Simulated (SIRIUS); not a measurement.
WC under changes of volume

One of the cells (10.753 Å³/atom); the others are scaled copies at fixed shape and fractional positions:

```
CELL_PARAMETERS angstrom
0.00000 2.20721 2.20721
2.20721 0.00000 2.20721
2.20721 2.20721 0.00000
ATOMIC_POSITIONS crystal
W 0.00000 0.00000 0.00000
C 0.50000 0.50000 0.50000
```

Measurements of this composition are mostly on another form, of space group No. 187.

| Property | Result |
| --- | --- |
| Program | SIRIUS 7.10.0 |
| Functional | PBE |
| Potentials or basis | PseudoDojo 0.4.1 PBE standard (scalar relativistic) |
| Cutoff | 1127 eV |
| Density cutoff | 4507 eV |
| k mesh | 10 × 10 × 10 |
| Occupations | fermi-dirac, width 0.05 eV |
| Spin | no spin polarisation |

```tsv
volume (Å³/atom)	energy over the lowest point (meV/atom)	pressure (GPa)
9.910	39.40	24.1
10.120	13.83	14.7
10.331	0.00	6.3
10.753	2.95	-8.2
10.964	?	?
11.175	40.09	-19.8
```

Question: What does the run at 10.964 Å³/atom give?

Answer: Energy over the lowest point 17.69 meV/atom; pressure -14.3 GPa.

Worked out: A Birch-Murnaghan fit of order 3 (a polynomial in V^(-2/3)) to the other rows has its minimum at 10.51 Å³/atom with B0 = V·E''(V) = 366 GPa and B' = 4.5. It gives 17.71 meV/atom at 10.964 Å³/atom, against the run's 17.69, and -dE/dV = -14.2 GPa, against -14.3.

Energies are extrapolated to zero smearing.
